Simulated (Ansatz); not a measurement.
Take BaSnO3 in the cubic perovskite structure (space group Pm-3m, No. 221) as the base.

```xyz
5
Lattice="4.1219 0.0000 0.0000 0.0000 4.1219 0.0000 0.0000 0.0000 4.1219" Properties=species:S:1:pos:R:3 pbc="T T T"
Ba     0.0000     0.0000     0.0000
Sn     2.0609     2.0609     2.0609
O      0.0000     2.0609     2.0609
O      2.0609     2.0609     0.0000
O      2.0609     0.0000     2.0609
```

Cartesian axes are those of the cell as printed.

The values are results of Ansatz (a program for electronic structure) PBEsol, no spin-orbit coupling, not measurements.

Base values:

```
Quantity                      Value
-------------------  --------------
Smallest direct gap         1.34 eV
Electron mass        0.16 mₑ (at Γ)
Band gap                    0.86 eV
```

The change: biaxial strain +1.43 %, plane normal [001], relaxed out of plane (Cartesian); in-plane vectors clamped, the third vector and the atoms free.

**Question.** How does this affect the smallest direct gap, electron mass, band gap and out-of-plane strain?

**Answer.** The smallest direct gap decreases by 0.25 eV (1.34 eV → 1.09 eV); the electron mass changes from 0.16 mₑ (at Γ) to 0.14 mₑ (at Γ); the band gap shrinks by 0.253 eV to 0.60 eV; the out-of-plane strain amounts to -0.81 %.

Effective masses come from finite differences of ±0.01 Å⁻¹. Whether these cells are dynamically stable was not tested.
